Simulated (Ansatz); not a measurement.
# BaS (rocksalt type): the cost of one run

Computed with Ansatz 0.2.0 (DFT LDA, with the methods named in each step, unless a step's input says otherwise).

2 further runs of the same task are left out: 2 that didn't finish.

**1. The starting structure**

It takes space group Fm-3m (No. 225, cubic). Conventional cell: a = 5.877 Å, b = 5.877 Å, c = 5.877 Å, α = 90.00°, β = 90.00°, γ = 90.00°. Ba (site symmetry m-3m) is surrounded by 6 S at 2.94 Å. S (site symmetry m-3m) is surrounded by 6 Ba at 2.94 Å.

Coordinates:

```
Ba S
1.0
     0.00000    2.93849    2.93849
     2.93849    0.00000    2.93849
     2.93849    2.93849    0.00000
Ba S
1 1
Direct
  0.00000 0.00000 0.00000
  0.50000 0.50000 0.50000
```

Whether this phase is the stable one at these pressures isn't tested.

Atoms are numbered in the order of the input: Ba1, S2.

**2. Cell relaxed at zero pressure, PAW**

input.yaml reads:

```yaml
crystal:
  lattice:
    - [0.0, 2.9384922382, 2.9384922382]
    - [2.9384922382, 0.0, 2.9384922382]
    - [2.9384922382, 2.9384922382, 0.0]
  atoms:
    - { symbol: Ba, position: [0.0, 0.0, 0.0] }
    - { symbol: S, position: [0.5, 0.5, 0.5] }
kpoints:
  mp_grid: { grid: [11, 11, 11] }
scf:
  occupations: { method: fermi_dirac, width: 0.1 }
hamiltonian:
  xc: lda
  pseudopotentials: { kind: paw }
output:
  forces: true
  stress: true
relax:
  f_tol: 0.005
  max_steps: 40
  cell: {}
```

The run is started by

```
ansatz run input.yaml --threads 1 --pin off --max-ram 2048MiB --backend cpu --events-out ev --progress --plain --runs-dir out
```

**Question.** How long does this run take on 1 thread of Arm Neoverse V2, shared host, and how much memory does it need?

About 11 s, with a peak of 0.33 GiB.
